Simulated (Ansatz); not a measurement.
# Compressing Ag: a fit and a missing row

Ag, P6_3/mmc, a = 2.937 Å, c = 9.564 Å. This isn't the element's structure at ambient conditions. Ansatz: PBE, PAW, 420 eV, Γ-centred 18×18×4 mesh on 4 atoms, Gaussian smearing 0.10 eV; no spin polarisation. Shape and atoms are relaxed at each volume; pressure is positive in compression.

```
V (Å³/atom) P (GPa)
     15.715    16.76
     16.251    11.21
     16.787     6.68
     17.323        ?
     17.858    -0.03
     18.394    -2.48
     18.930    -4.47
     19.644    -6.56
```

Question: Take V0 = 17.858 Å³/atom, count pressures from its P0 = -0.03 GPa, fit the third-order Birch–Murnaghan form to the other rows, and predict the missing pressure.

Answer: With the Eulerian strain f = ½[(V0/V)^(2/3) − 1] and y = (P − P0)/[3f(1 + 2f)^(5/2)], the form is the line y = B0 + 1.5 B0 (B0′ − 4) f. Rows (f, y): 0.04448, 101.7; 0.03244, 98.7; 0.02105, 95.8; -0.00976, 87.9; -0.01906, 85.6; -0.03078, 82.9. Means f = 0.006395, y = 92.100; Σ(Δf)² = 0.004634, ΣΔfΔy = 1.167; the slope is their ratio. y = 90.49 + 251.8 f GPa, so B0 = 90.5 GPa and B0′ = 4 + 2 × (251.8)/(3 × 90.49) = 5.86. At V = 17.323, f = 0.01024, y = 93.07 and P = 2.98 GPa. The run gave 2.98 GPa, the same to the digits shown.